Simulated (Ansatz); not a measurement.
# Pressure coefficients of RbBr

```yaml
crystal:
  lattice:
    - [0.00000, 3.42750, 3.42750]
    - [3.42750, 0.00000, 3.42750]
    - [3.42750, 3.42750, 0.00000]
  atoms:
    - { symbol: Rb, position: [0.00000, 0.00000, 0.00000] }
    - { symbol: Br, position: [0.50000, 0.50000, 0.50000] }
```

Conventional cell: a = 6.855 Å, b = 6.855 Å, c = 6.855 Å, α = 90.00°, β = 90.00°, γ = 90.00°. Rb (atom 1) is surrounded by 6 Br at 3.43 Å. Br (atom 2) has 6 Rb at 3.43 Å as nearest neighbours.

The cell is COD entry 1010048, as deposited and not checked against the literature; nothing was relaxed. It is an old determination, and later ones may differ.

The calculation used DFT, PBEsol, all-electron LAPW, scalar-relativistic (Ansatz 0.2.0).

Settings: a Γ-centred 7×7×7 k mesh, Fermi–Dirac smearing of 0.03 eV, basis error target 1 meV/atom, no spin polarisation.

The cell is scaled evenly with fractional coordinates held. Semilocal gaps are too small, but their slopes carry over better.

```json
{"V/V(cell)": "0.9400", "P (GPa)": "0.92", "gap on the k mesh (eV)": "4.360"}
{"V/V(cell)": "0.9600", "P (GPa)": "0.55", "gap on the k mesh (eV)": "4.309"}
{"V/V(cell)": "0.9800", "P (GPa)": "0.22", "gap on the k mesh (eV)": "4.260"}
{"V/V(cell)": "0.9900", "P (GPa)": "0.07", "gap on the k mesh (eV)": "4.237"}
{"V/V(cell)": "1.0000", "P (GPa)": "-0.06", "gap on the k mesh (eV)": "4.214"}
{"V/V(cell)": "1.0100", "P (GPa)": "-0.20", "gap on the k mesh (eV)": "4.191"}
{"V/V(cell)": "1.0200", "P (GPa)": "-0.32", "gap on the k mesh (eV)": "4.170"}
{"V/V(cell)": "1.0400", "P (GPa)": "-0.55", "gap on the k mesh (eV)": "4.127"}
```

Q: From the rows at 0.9900 and 1.0100, what is the bulk modulus at the cell's volume?

A: B = −ΔP/Δln V = −[(-0.20) − (0.07)]/0.02000 = 13.5 GPa.

Q: What are the gap's volume deformation potential and pressure coefficient?

A: dEg/dln V = (4.191 − 4.237)/0.02000 = -2.30 eV, and dEg/dP = −(dEg/dln V)/B = 170 meV/GPa: pressure widens the gap.

Q: Predict the row at V/V(cell) = 1.0600. How far is a linear estimate of P off?

A: P = -0.74 GPa, gap 4.087 eV. The linear estimate P(cell) − B ln(V/V(cell)) = -0.85 GPa misses by 0.11 GPa, since the modulus falls on expansion.
